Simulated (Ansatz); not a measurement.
Zincblende NaH, relaxed with r2SCAN: it is cubic, F-43m (No. 216); a = 5.194 Å in the conventional setting, 17.51 Å³ an atom. Na is surrounded by 4 H at 2.25 Å; H is surrounded by 4 Na at 2.25 Å. One-shot G0W0@PBE in the plane-wave code Ansatz on a 4×4×4 mesh (contour deformation, no spin-orbit coupling), from a PBE gap of 3.613 eV over the mesh points (the G0W0 gap is indirect on the mesh); the number N of bands summed and the screening cutoff rise together. The calculation is spin-unpolarised, and the structure need not be a phase that has been made.

| N | cutoff (eV) | 1000/N | G0W0 gap (eV) |
| --- | --- | --- | --- |
| 61 | 80 | 16.393 | 5.676 |
| 136 | 140 | 7.353 | 5.789 |

Lay a straight line in 1000/N through these rows.
The slope is -0.0125 eV per unit of 1000/N and the intercept 5.881 eV.

Predict the gap at N = 247 (210 eV).
5.881 + (-0.0125) × 4.049 = 5.830 eV; the run gives 5.843 eV, +0.013 eV from the line.

With that run's result added, what limit do the last two rows suggest?
Their slope is (5.843 − 5.789)/(4.049 − 7.353) = -0.0163, which meets 1/N = 0 at 5.91 eV, against 5.881 eV from the first line. The slope steepens, so 1/N isn't yet asymptotic and the true limit probably lies higher still; the k mesh isn't extrapolated.
